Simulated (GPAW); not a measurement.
Crystal: ZnS.

```xyz
2
Lattice="0.0000 2.7020 2.7020 2.7020 0.0000 2.7020 2.7020 2.7020 0.0000" Properties=species:S:1:pos:R:3 pbc="T T T"
Zn    4.0530    4.0530    4.0530
S     0.0000    0.0000    0.0000
```

| Property | Result |
| --- | --- |
| Program | GPAW 26.7.0 |
| Task | relaxation of cell and atoms |
| Functional | PBEsol |
| Dispersion | D3(BJ) |
| Potentials or basis | PAW data sets generated in the run's folder for this functional |
| Cutoff | 600 eV |
| Basis | pw |
| k mesh | 9 × 9 × 9 |
| Occupations | fermi-dirac, width 0.05 eV |
| Spin | no spin polarisation |

At the start: pressure -4.1 GPa; volume 19.73 Å³/atom.

Q: Where does the relaxation end?

A: Over 4 steps the energy falls by 13.5 meV/atom and the volume is 18.69 Å³/atom (-5.2 %); space group F-43m (No. 216, to 0.05 Å).

Step by step:
```tsv
step	energy change (eV)	largest force (eV/Å)	pressure (GPa)	volume (Å³)
1	0.0000	0.0000	-4.06	39.45
2	-0.0096	0.0000	-3.34	39.03
3	-0.0268	0.0000	0.26	37.26
4	-0.0269	0.0000	-0.01	37.38
```

Final structure:
```cif
data_structure
_symmetry_space_group_name_H-M 'P 1'
_symmetry_Int_Tables_number 1
_cell_length_a 3.7531
_cell_length_b 3.7531
_cell_length_c 3.7531
_cell_angle_alpha 60.000
_cell_angle_beta 60.000
_cell_angle_gamma 60.000
_cell_volume 37.38
loop_
_atom_site_label
_atom_site_type_symbol
_atom_site_fract_x
_atom_site_fract_y
_atom_site_fract_z
_atom_site_occupancy
Zn1 Zn 0.75000 0.75000 0.75000 1
S1 S 0.00000 0.00000 0.00000 1
```

Caveat: later steps reuse the first step's grids.
